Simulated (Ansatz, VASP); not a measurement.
**One calculation of Si2Mo, two programs**

```
CELL_PARAMETERS angstrom
4.55847 0.00000 0.00000
-2.27924 3.94775 0.00000
0.00000 0.00000 6.54527
ATOMIC_POSITIONS crystal
Si 0.16393 0.83607 0.83333
Si 0.32786 0.16393 0.16667
Si 0.83607 0.67214 0.50000
Si 0.83607 0.16393 0.83333
Si 0.67214 0.83607 0.16667
Si 0.16393 0.32786 0.50000
Mo 0.50000 0.00000 0.50000
Mo 0.00000 0.50000 0.16667
Mo 0.50000 0.50000 0.83333
```

Alike in both runs: functional PBE; dispersion D3(BJ); k mesh 9 × 9 × 6; occupations gaussian, width 0.01 eV; no spin polarisation.

Ansatz relaxed the structure, and its values are those at the end. VASP's run is a single point on that final structure, the one shown.

|  | VASP | Ansatz |
| --- | --- | --- |
| version | VASP 6.6.1 | Ansatz 0.2.0 |
| potentials or method | VASP PAW PBE potentials, release 64 (Si, Mo_sv) | scalar-relativistic, plane waves, PAW |
| plane-wave cutoff (eV) | 520 | 420 |
| valence electrons in the cell | 66 | 66 |

Ansatz gave:

| Item | Value |
| --- | --- |
| gap on the k mesh at the Fermi level (eV) | 0.18 |
| least direct gap on the mesh (eV) | 0.61 |
| pressure (GPa) | 0.0 |

Task: Which values does VASP return?

Result: gap on the k mesh at the Fermi level (eV): 0.18; least direct gap on the mesh (eV): 0.61; pressure (GPa): 0.1.

Caveats: an odd mesh through Γ misses points on the zone boundary, where band edges often lie.
